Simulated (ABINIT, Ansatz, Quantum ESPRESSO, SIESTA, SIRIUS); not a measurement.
NbP: 5 runs at one level of theory

```xyz
4
Lattice="-1.6749 1.6749 5.7401 1.6749 -1.6749 5.7401 1.6749 1.6749 -5.7401" Properties=species:S:1:pos:R:3 pbc="T T T"
Nb    1.6749    0.0000    2.8687
Nb    0.0000    0.0000    5.7387
P     0.0000    1.6749    3.8200
P     0.0000    0.0000    0.9500
```

The cell is a database's computed one, not the measured one.

Alike in all runs: task single point; functional PBEsol; k mesh 11 × 11 × 11; occupations fermi-dirac, width 0.05 eV; no spin polarisation; no spin-orbit coupling. Pressure is positive in compression and, in plane waves, holds the error of the finite cutoff, which Ansatz's Pulay term estimates and takes out.

```tsv
program and potentials	plane-wave cutoff (eV)	notes	pressure (GPa)
Ansatz, Ansatz PAW	420	potentials made for PBE, which Ansatz adapts in part; Pulay term of +0.03 GPa included	-6.38
Quantum ESPRESSO, GBRV 1.5 PBEsol	612	-	-6.72
ABINIT, JTH PAW PBE v2.0	544	potentials made for PBE	-6.56
SIESTA, files PseudoDojo sr-pbesol-0.4.1-standard, DZP (energy shift 0.003 Ry; two zetas on semicore shells)	-	atomic basis	-4.52
SIRIUS, PseudoDojo 0.4.1 PBEsol standard (scalar relativistic)	1127	-	?
```

**Question.** Estimate from the other rows what the run with SIRIUS, PseudoDojo 0.4.1 PBEsol standard (scalar relativistic) gave.

**Answer.** Pressure -6.37 GPa. The other rows, which needn't bracket it: pressure -6.72 to -4.52.
